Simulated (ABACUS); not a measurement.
Set up this calculation in ABACUS 3.10.1, as the native input.

```yaml
Task: single point
Functional: PBE
Potentials_or_basis: PseudoDojo NC SR 0.4.1 PBE standard
Cutoff: 1143 eV
Density_cutoff: 4572 eV
Basis: plane waves
k_mesh: 10 × 10 × 10
Occupations: fermi-dirac, width 0.05 eV
Spin: no spin polarisation
Radial_cutoff_of_the_potentials_pseudo_rcut: 10 bohr
SCF_threshold_on_the_density: 1e-08
Max_SCF_steps: 100
Eigensolver: dav
Mixing: broyden
Mixing_share: 0.7
Symmetry_key: 1
Bands: 13
```

The system is HfN.

```xyz
2
Lattice="0.0000 2.2560 2.2560 2.2560 0.0000 2.2560 2.2560 2.2560 0.0000" Properties=species:S:1:pos:R:3 pbc="T T T"
Hf   -0.0046    0.0271    0.0837
N     2.2932    2.2570    2.2327
```

The cell isn't the ideal one: atoms moved at random, drawn with an rms of 0.05 Å.

One way to write it, as run:

INPUT

```
INPUT_PARAMETERS
suffix              HfN
calculation         scf
basis_type          pw
pseudo_dir          ./
symmetry            1
dft_functional      pbe
ecutwfc             84
pseudo_rcut         10
nspin               1
nbands              13
ks_solver           dav
smearing_method     fd
smearing_sigma      0.00367493
scf_thr             1e-08
scf_nmax            100
mixing_type         broyden
mixing_beta         0.7
cal_force           1
cal_stress          1
kpar                4
```

STRU

```
ATOMIC_SPECIES
Hf 178.4900 Hf.upf
N 14.0070 N.upf

LATTICE_CONSTANT
1.8897261246

LATTICE_VECTORS
0.0000000000 2.2560000000 2.2560000000
2.2560000000 0.0000000000 2.2560000000
2.2560000000 2.2560000000 0.0000000000

ATOMIC_POSITIONS
Direct

Hf
0.0
1
0.0255780000 0.0115180000 -0.0135500000 1 1 1

N
0.0
1
0.4868130000 0.5028510000 0.5136500000 1 1 1
```

KPT

```
K_POINTS
0
Gamma
10 10 10 0 0 0
```

Potentials or basis: PseudoDojo NC SR 0.4.1 PBE standard, plane waves.

Run with:

```console
$ OMP_NUM_THREADS=1 mpirun -np 4 abacus > log
```

It gave:

- Pressure: 7.8 GPa
- Largest force: 1.389 eV/Å
- Band gap on the k mesh: none (metal or under the smearing width)

Wall time 37 s on 4 MPI ranks on Intel(R) Xeon(R) 6975P-C (Granite Rapids) (shared host), peak memory 0.52 GiB a rank.
